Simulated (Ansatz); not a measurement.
**A strain series on AlAs (F-43m): isotropic on every length**

A 2-atom cell of AlAs started from a crystallographic database, relaxed with r2SCAN in the plane-wave code Ansatz, then strained (isotropic on every length; changes of length per length, axes as in the cell below) with the atoms relaxed again within the symmetry that is left. It is cubic, F-43m (No. 216); conventional cell a = 5.678 Å, 22.88 Å³ an atom. Around Al lie 4 As at 2.46 Å; around As lie 4 Al at 2.46 Å. No spin polarisation and no zero-point or thermal motion.

```
CELL_PARAMETERS angstrom
0.00000 2.83893 2.83893
2.83893 0.00000 2.83893
2.83893 2.83893 0.00000
ATOMIC_POSITIONS crystal
Al 0.00000 0.00000 0.00000
As 0.25000 0.25000 0.25000
```

Gaps are the least over each mesh (PBE 8×8×8, r2SCAN 8×8×8, HSE06 6×6×6 when unstrained) and the special points, which keep their unstrained names; stress is the change from the unstrained cell, compression positive.

```csv
strain (%),"gap, PBE (eV)","gap, r2SCAN (eV)","gap, HSE06 (eV)","edges, HSE06","mean stress, r2SCAN (GPa)","energy rise, r2SCAN (meV/atom)"
-2.18,1.341,1.709,1.978,Γ → X,+5.77,24.9
-1.25,1.394,1.756,2.029,Γ → X,+3.10,8.0
0.0,1.460,1.815,2.093,Γ → X,0.00,0.0
+4.19,1.054,1.617,1.841,Γ,-7.18,74.9
```

With HSE06 the edges change from Γ → X (indirect) to Γ (direct) between 0.0 and +4.19 %. With r2SCAN the edges change from Γ → X (indirect) to Γ (direct) between 0.0 and +4.19 %. With PBE the edges change from Γ → X (indirect) to Γ (direct) between 0.0 and +4.19 %.

The runs are scalar-relativistic, without spin-orbit coupling.

The meshes of the hybrids are coarse, so their gaps aren't converged to the digits shown.
